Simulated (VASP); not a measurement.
**Zr under changes of volume**

One of the cells (22.586 Å³/atom); the others are scaled copies at fixed shape and fractional positions:

```
CELL_PARAMETERS angstrom
3.19842 0.00000 0.00000
-1.59921 2.76991 0.00000
0.00000 0.00000 5.09872
ATOMIC_POSITIONS crystal
Zr 0.66667 0.33333 0.75000
Zr 0.33333 0.66667 0.25000
```

```yaml
Program: VASP 6.6.1
Functional: PBEsol
Potentials_or_basis: VASP PAW PBE potentials, release 64 (Zr_sv)
Cutoff: 520 eV
k_mesh: 8 × 8 × 4
Occupations: fermi-dirac, width 0.05 eV
Spin: no spin polarisation
```

| volume (Å³/atom) | energy over the lowest point (meV/atom) | pressure (GPa) |
| --- | --- | --- |
| 21.682 | ? | ? |
| 22.134 | 3.30 | 2.1 |
| 22.586 | 0.00 | -0.1 |
| 23.037 | 2.46 | -2.0 |
| 23.489 | 10.25 | -3.8 |

What does the run at 21.682 Å³/atom give?

Energy over the lowest point 12.84 meV/atom; pressure 4.3 GPa.

Worked out: A Birch-Murnaghan fit of order 2 (a polynomial in V^(-2/3)) to the other rows has its minimum at 22.61 Å³/atom with B0 = V·E''(V) = 103 GPa at fixed shape and positions, which overstates the stiffness. It gives 13.07 meV/atom at 21.682 Å³/atom, against the run's 12.84, and -dE/dV = 4.7 GPa, against 4.3.

Energies are extrapolated to zero smearing.

Caveats: the PAW data sets were made with another functional, which shifts forces and pressure a little.
